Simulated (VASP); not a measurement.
# ZnO (P6_3mc) in VASP: a series of runs

Runs on ZnO. Level: PBE. Tasks: relaxation of cell and atoms.

Program: VASP 6.6.1. These are calculated values, not measurements. Logs are shortened: lines on timing, memory, paths and dates and some standing lists are left out, and cuts for length are marked.

## (1) The crystal as given

Symmetry: P6_3mc, No. 186, hexagonal system. Conventional cell: a = 3.249 Å, b = 3.249 Å, c = 5.206 Å, α = 90.00°, β = 90.00°, γ = 120.00°. Zn (site symmetry 3m) is surrounded by 4 O at 1.97 to 1.98 Å. Around O (site symmetry 3m) lie 4 Zn at 1.97 to 1.98 Å.

## (2) Relaxation of cell and atoms, PBE

Contents of INCAR:

```
SYSTEM = ZnO
PREC = Accurate
ENCUT = 520
EDIFF = 1E-7
ISMEAR = 0
SIGMA = 0.02
LREAL = .False.
LASPH = .True.
NELM = 80
ALGO = Fast
ISIF = 3
LWAVE = .False.
LCHARG = .False.
GGA = PE
IBRION = 2
NSW = 80
EDIFFG = -0.002
KPAR = 4
```

Contents of KPOINTS:

```
Automatic mesh
0
Gamma
  15 15 8
  0 0 0
```

Contents of POSCAR:

```
ZnO
1.0
    3.2493080000      0.0000000000      0.0000000000
   -1.6246540000      2.8139832700      0.0000000000
    0.0000000000      0.0000000000      5.2057090000
Zn O
2 2
Direct
    0.3333333300      0.6666666700      0.5000000000
    0.6666666700      0.3333333300      0.0000000000
    0.6666666700      0.3333333300      0.3790100000
    0.3333333300      0.6666666700      0.8790100000
```

Potentials or basis: VASP PAW PBE potentials, release 64 (Zn, O).

Run with:

```bash
cat potpaw_PBE.64/Zn/POTCAR potpaw_PBE.64/O/POTCAR > POTCAR
mpirun -np 4 vasp_std > vasp.out
```

OUTCAR:

```text
SYSTEM = ZnO
   PREC = Accurate
   ENCUT = 520
   EDIFF = 1E-7
   ISMEAR = 0
   LREAL = .False.
   LASPH = .True.
   NELM = 80
   ISIF = 3
   GGA = PE
   IBRION = 2
   NSW = 80
   EDIFFG = -0.002

 ion  position               nearest neighbor table
   1  0.333  0.667  0.500-   4 1.97   3 1.98   3 1.98   3 1.98
   2  0.667  0.333  0.000-   3 1.97   4 1.98   4 1.98   4 1.98
   3  0.667  0.333  0.379-   2 1.97   1 1.98   1 1.98   1 1.98
   4  0.333  0.667  0.879-   1 1.97   2 1.98   2 1.98   2 1.98

  LATTYP: Found a hexagonal cell.
 ALAT       =     3.2493080000
 C/A-ratio  =     1.6020977390

  Lattice vectors:

 A1 = (   3.2493080000,   0.0000000000,   0.0000000000)
 A2 = (  -1.6246540000,   2.8139832700,   0.0000000000)
 A3 = (   0.0000000000,   0.0000000000,   5.2057090000)

Analysis of symmetry for initial positions (statically):
=====================================================================
 Subroutine PRICEL returns:
 Original cell was already a primitive cell.

 Routine SETGRP: Setting up the symmetry group for a
 hexagonal supercell.

 Subroutine GETGRP returns: Found 12 space group operations
 (whereof  6 operations were pure point group operations)
 out of a pool of 24 trial point group operations.

The static configuration has the point symmetry C_3v.
 The point group associated with its full space group is C_6v.

Analysis of symmetry for dynamics (positions and initial velocities):
=====================================================================
 Subroutine PRICEL returns:
 Original cell was already a primitive cell.

 Routine SETGRP: Setting up the symmetry group for a
 hexagonal supercell.

 Subroutine GETGRP returns: Found 12 space group operations
 (whereof  6 operations were pure point group operations)
 out of a pool of 24 trial point group operations.

The dynamic configuration has the point symmetry C_3v.
 The point group associated with its full space group is C_6v.

 Subroutine INISYM returns: Found 12 space group operations
 (whereof  6 operations are pure point group operations),
 and found     1 'primitive' translations

----------------------------------------------------------------------------------------

                                     Primitive cell

  volume of cell :      47.5984

  direct lattice vectors                    reciprocal lattice vectors
     3.249308000  0.000000000  0.000000000     0.307757836  0.177684070  0.000000000
    -1.624654000  2.813983270  0.000000000     0.000000000  0.355368140  0.000000000
     0.000000000  0.000000000  5.205709000     0.000000000  0.000000000  0.192096792

  length of vectors
     3.249308000  3.249307998  5.205709000     0.355368140  0.355368140  0.192096792

  position of ions in fractional coordinates (direct lattice)
     0.333333330  0.666666670  0.500000000
     0.666666670  0.333333330  0.000000000
     0.666666670  0.333333330  0.379010000
     0.333333330  0.666666670  0.879010000

  ion indices of the primitive-cell ions
   primitive index   ion index
                 1           1
                 2           2
                 3           3
                 4           4

----------------------------------------------------------------------------------------

 KPOINTS: Automatic mesh

Automatic generation of k-mesh.
 Grid dimensions read from file:
 generate k-points for:   15   15    8

 Generating k-lattice:

  Cartesian coordinates                     Fractional coordinates (reciprocal lattice)
     0.020517189  0.011845605  0.000000000     0.066666667  0.000000000  0.000000000
     0.000000000  0.023691209  0.000000000     0.000000000  0.066666667  0.000000000
     0.000000000  0.000000000  0.024012099     0.000000000  0.000000000  0.125000000

  Length of vectors
     0.023691209  0.023691209  0.024012099

  Shift w.r.t. Gamma in fractional coordinates (k-lattice)
     0.000000000  0.000000000  0.000000000

 Subroutine IBZKPT returns following result:
 ===========================================

 Found    135 irreducible k-points:

 Following reciprocal coordinates:
            Coordinates               Weight
  0.000000  0.000000  0.000000      1.000000
  0.066667  0.000000  0.000000      6.000000
  0.133333  0.000000  0.000000      6.000000
  0.200000  0.000000  0.000000      6.000000
  0.266667  0.000000  0.000000      6.000000
  0.333333  0.000000  0.000000      6.000000
[... 16 lines left out ...]
  0.333333  0.200000  0.000000     12.000000
  0.400000  0.200000  0.000000      6.000000
 [... further k-points ...]
   k-points           NKPTS =    135   k-points in BZ     NKDIM =    135   number of bands    NBANDS=     22
   number of dos      NEDOS =    301   number of ions     NIONS =      4
   total plane-waves  NPLWV =  23040
   dimension x,y,z NGX =    24 NGY =   24 NGZ =   40
   dimension x,y,z NGXF=    48 NGYF=   48 NGZF=   80
   ions per type =               2   2
   NGX,Y,Z   is equivalent  to a cutoff of  12.28, 12.28, 12.77 a.u.
   NGXF,Y,Z  is equivalent  to a cutoff of  24.56, 24.56, 25.55 a.u.
 SYSTEM =  ZnO
   PREC   = accura    normal or accurate (medium, high low for compatibility)
   ISTART =      0    job   : 0-new  1-cont  2-samecut
   ICHARG =      2    charge: 1-file 2-atom 10-const
   ISPIN  =      1    spin polarized calculation?
   LNONCOLLINEAR =      F non collinear calculations
   LSORBIT =      F    spin-orbit coupling
   LASPH  =      T    aspherical Exc in radial PAW
   ENCUT  =  520.0 eV  38.22 Ry    6.18 a.u.   6.04  6.04  9.68*2*pi/ulx,y,z
   NELM   =     80;   NELMIN=  2; NELMDL= -5     # of ELM steps
   EDIFF  = 0.1E-06   stopping-criterion for ELM
   LREAL  =      F    real-space projection
   EDIFFG = -.2E-02   stopping-criterion for IOM
   NSW    =     80    number of steps for IOM
   IBRION =      2    ionic relax: 0-MD 1-quasi-New 2-CG
   NFREE  =      1    steps in history (QN), initial steepest desc. (CG)
   ISIF   =      3    stress and relaxation
   ISYM   =      2    0-nonsym 1-usesym 2-fastsym
   POTIM  = 0.5000    time-step for ionic-motion
   TEBEG  =    0.0;   TEEND  =   0.0 temperature during run
   PSTRESS=    0.0 pullay stress
   NELECT =      36.0000    total number of electrons
   NUPDOWN=      -1.0000    fix difference up-down
   EMIN   =  10.00;   EMAX   =-10.00  energy-range for DOS
   EFERMI =   0.00;   METHOD = LEGACY
   ISMEAR =     0;   SIGMA  =   0.02  broadening in eV -4-tet -1-fermi 0-gaus
   EFERMI_NEDOS =   21; number of points for ismear=-14 and -15
   IALGO  =     68    algorithm
   IMIX   =      4    mixing-type and parameters
     AMIX     =   0.40;   BMIX     =  1.00
     AMIX_MAG =   1.60;   BMIX_MAG =  1.00
  volume/ion in A,a.u.               =      11.90        80.30
  Fermi-wavevector in a.u.,A,eV,Ry     =   1.491574  2.818667 30.270160  2.224794
  Thomas-Fermi vector in A             =   2.604212
   LORBIT       =      0    0 simple, 1 ext, 2 COOP (PROOUT), +10 PAW based schemes
   GGA     = PE    functional components
   LHFCALC =     F    Hartree Fock is set to
   AEXX    =    0.0000 exact exchange contribution
   IVDW    =     0    specifies the selected vdW correction
   LEPSILON=     F    determine dielectric tensor
   LRPA    =     F    only Hartree local field effects (RPA)
 conjugate gradient relaxation of ions
 non-spin polarized calculation
 RMM-DIIS sequential band-by-band and
 Gauss-broadening in eV      SIGMA  =   0.02
  energy-cutoff  :      520.00
  volume of cell :       47.60
 maximum number of plane-waves:      1305
   NGX = 13   NGY = 13   NGZ = 19

--------------------------------------- Ionic step        1  -------------------------------------------

 number of electron      36.0000017 magnetization

 Free energy of the ion-electron system (eV)
  ---------------------------------------------------
  ext. energy  EPLUGINS =         0.00000000
  ---------------------------------------------------
  free energy    TOTEN  =       -17.82244839 eV

  energy without entropy =      -17.82244839  energy(sigma->0) =      -17.82244839

------------------------ aborting loop because EDIFF is reached ----------------------------------------

  FORCE on cell =-STRESS in cart. coord.  units (eV):
  Direction    XX          YY          ZZ          XY          YZ          ZX
  --------------------------------------------------------------------------------------
  -------------------------------------------------------------------------------------
  Total        1.5966135      1.5966135      2.1207808      0.0000000      0.0000000      0.0000000
  in kB       53.7425295     53.7425294     71.3861714      0.0000000      0.0000000      0.0000000
  external PRESSURE =      59.6237434 kB  Pullay stress =       0.0000000 kB
[... 95 lines left out ...]
  FREE ENERGIE OF THE ION-ELECTRON SYSTEM (eV)
  ---------------------------------------------------
  free  energy   TOTEN  =       -17.8600218372 eV

  energy  without entropy=      -17.8600218372  energy(sigma->0) =      -17.86002184

[... ionic steps 4 to 9 ...]

--------------------------------------- Ionic step       10  -------------------------------------------

 number of electron      36.0000037 magnetization

------------------------ aborting loop because EDIFF is reached ----------------------------------------

  FORCE on cell =-STRESS in cart. coord.  units (eV):
  Direction    XX          YY          ZZ          XY          YZ          ZX
  --------------------------------------------------------------------------------------
  -------------------------------------------------------------------------------------
  Total       -0.0022491     -0.0022491     -0.0466898      0.0000000     -0.0000000      0.0000000
  in kB       -0.0725994     -0.0725994     -1.5071419      0.0000000     -0.0000000      0.0000000
  external PRESSURE =      -0.5507802 kB  Pullay stress =       0.0000000 kB
[... 61 lines left out ...]
  energy  without entropy=      -17.8601312326  energy(sigma->0) =      -17.86013123

--------------------------------------- Ionic step       12  -------------------------------------------

 number of electron      36.0000037 magnetization

 Free energy of the ion-electron system (eV)
  ---------------------------------------------------
  ext. energy  EPLUGINS =         0.00000000
  ---------------------------------------------------
  free energy    TOTEN  =       -17.86015436 eV

  energy without entropy =      -17.86015436  energy(sigma->0) =      -17.86015436

 E-fermi :   0.9964     XC(G=0): -10.6906

 val. band max:        0.8372837008   @ k =   0.0000   0.0000   0.0000
 cond. band min:       1.5556029904   @ k =   0.0000   0.0000   0.0000
 fundamental gap:      0.7183192896
 Fermi energy:         0.9963716802

 k-point     1 :       0.0000    0.0000    0.0000
  band No.  band energies     occupation
      1     -16.9294      2.00000
      2     -16.2718      2.00000
      3      -4.6708      2.00000
      4      -4.6708      2.00000
      5      -4.6315      2.00000
      6      -4.4958      2.00000
[... 574 lines left out ...]
      6      -4.1876      2.00000
[... 14 lines left out ...]
     21       8.4519      0.00000
     22       9.0996      0.00000

 [... further k-points ...]

------------------------ aborting loop because EDIFF is reached ----------------------------------------

  FORCE on cell =-STRESS in cart. coord.  units (eV):
  Direction    XX          YY          ZZ          XY          YZ          ZX
  --------------------------------------------------------------------------------------
  -------------------------------------------------------------------------------------
  Total       -0.0038873     -0.0038873      0.0007049      0.0000000      0.0000000      0.0000000
  in kB       -0.1254881     -0.1254881      0.0227537      0.0000000      0.0000000      0.0000000
  external PRESSURE =      -0.0760742 kB  Pullay stress =       0.0000000 kB
[... 19 lines left out ...]
  FREE ENERGIE OF THE ION-ELECTRON SYSTEM (eV)
  ---------------------------------------------------
  free  energy   TOTEN  =       -17.8601543639 eV

  energy  without entropy=      -17.8601543639  energy(sigma->0) =      -17.86015436

 reached required accuracy - stopping structural energy minimisation
```

Wall time 1.7 min (4 MPI ranks of Intel Xeon 6975P-C (Granite Rapids), shared host); peak memory 0.26 GiB.

Results:

```
Free energy                            : -17.8602 eV
Relaxed volume                         : 12.41 Å³/atom
Relaxed cell                           : a = 3.287 Å, b = 3.287 Å, c = 5.305 Å, α = 90.00°, β = 90.00°, γ = 120.00°
Space group after relaxing (to 0.05 Å) : P6_3mc (No. 186)
Energy gained by relaxing              : 9.4 meV/atom
Ionic steps                            : 12
Pressure after relaxing                : 0.0 GPa
Band gap on the k mesh                 : 0.72 eV, direct
```

Step by step:
```tsv
step	energy change (eV)	largest force (eV/Å)	pressure (GPa)	volume (Å³)
1	0.0000	0.0740	5.96	47.60
2	-0.0282	0.0276	-2.72	50.71
3	-0.0376	0.0012	0.00	49.64
4	-0.0376	0.0024	-0.17	49.68
5	-0.0376	0.0100	0.11	49.59
6	-0.0376	0.0087	0.04	49.60
7	-0.0376	0.0090	0.07	49.60
8	-0.0377	0.0098	0.01	49.61
9	-0.0377	0.0098	0.04	49.62
10	-0.0377	0.0114	-0.06	49.63
11	-0.0377	0.0119	-0.01	49.63
12	-0.0377	0.0008	-0.01	49.63
```

Final structure:
```
CELL_PARAMETERS angstrom
3.28694 0.00000 0.00000
-1.64347 2.84657 0.00000
0.00000 0.00000 5.30452
ATOMIC_POSITIONS crystal
Zn 0.33333 0.66667 0.49994
Zn 0.66667 0.33333 0.99994
O 0.66667 0.33333 0.37907
O 0.33333 0.66667 0.87907
```

Levels at points of the mesh, in eV from the valence-band top:
| k point | band 15 | band 16 | band 17 | band 18 | band 19 | band 20 | band 21 | band 22 |
| --- | --- | --- | --- | --- | --- | --- | --- | --- |
| (0.00, 0.00, 0.00) | -0.75 | -0.08 | 0.00 | 0.00 | 0.72 | 5.07 | 8.05 | 12.69 |
| (0.00, 0.00, 0.50) | -0.37 | -0.37 | -0.37 | -0.37 | 3.35 | 3.35 | 9.89 | 9.89 |

Caveat: an odd mesh through Γ misses points on the zone boundary, where band edges often lie. Zero-point motion and thermal expansion aren't in these numbers.

(Part 1 of 2 ends here.)
